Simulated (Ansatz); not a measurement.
## How far is this Li3H8 from the hull?

All numbers below come from DFT PBE, scalar-relativistic, plane waves, PAW (Ansatz 0.2.0). All cells share a 420 eV cutoff and Γ-centred k meshes spaced at most about 0.3 Å⁻¹ (about 0.25 or finer for metals, 2π included). No spin polarisation.

The zero of energy is the elements' standard structures at the same level (H₂ as a molecule); no fitted shifts are applied.

These are static total energies at zero pressure. No dispersion correction is applied, so the spacing and binding between layers, chains or molecules are poorly described (Li3H8 R-3m). With hydrogen, zero-point motion can shift formation energies by some tens of meV/atom.

The competitors are the elements and 1 reference phase of this chemical system (from databases or known types: LiH), relaxed at the same level; other known phases may be missing.

The candidate was reached from: random cell.

```
CELL_PARAMETERS angstrom
2.96466 1.71165 5.17440
-2.96466 1.71165 5.17440
0.00000 -3.42330 5.17440
ATOMIC_POSITIONS crystal
Li 0.50000 0.50000 0.00000
Li 0.00000 0.50000 0.50000
Li 0.50000 0.00000 0.50000
H 0.00412 0.55700 0.00412
H 0.00412 0.00412 0.55700
H 0.55700 0.00412 0.00412
H 0.99588 0.44300 0.99588
H 0.44300 0.99588 0.99588
H 0.99588 0.99588 0.44300
H 0.64843 0.64843 0.64843
H 0.35157 0.35157 0.35157
```

Task: Where does it stand against these competitors?

Result: Not stable. Its formation energy is 0.006 eV/atom. The lowest competing mixture at this composition is this:

```json
{"phase": "H₂ gas", "space group": "-", "source": "element", "share of atoms": "0.4545", "ΔE_f (eV/atom)": "0.000"}
{"phase": "LiH", "space group": "Fm-3m (No. 225)", "source": "textbook type", "share of atoms": "0.5455", "ΔE_f (eV/atom)": "-0.417"}
```

The mixture lies at -0.227 eV/atom, and the candidate lies 0.23 eV/atom above it. The candidate matches no cell in the subsets of the Crystallography Open Database and the Materials Project at hand. Such a cell could exist only far from equilibrium. It holds H–H pairs as short as in free H₂ molecules (shortest 0.77 Å).
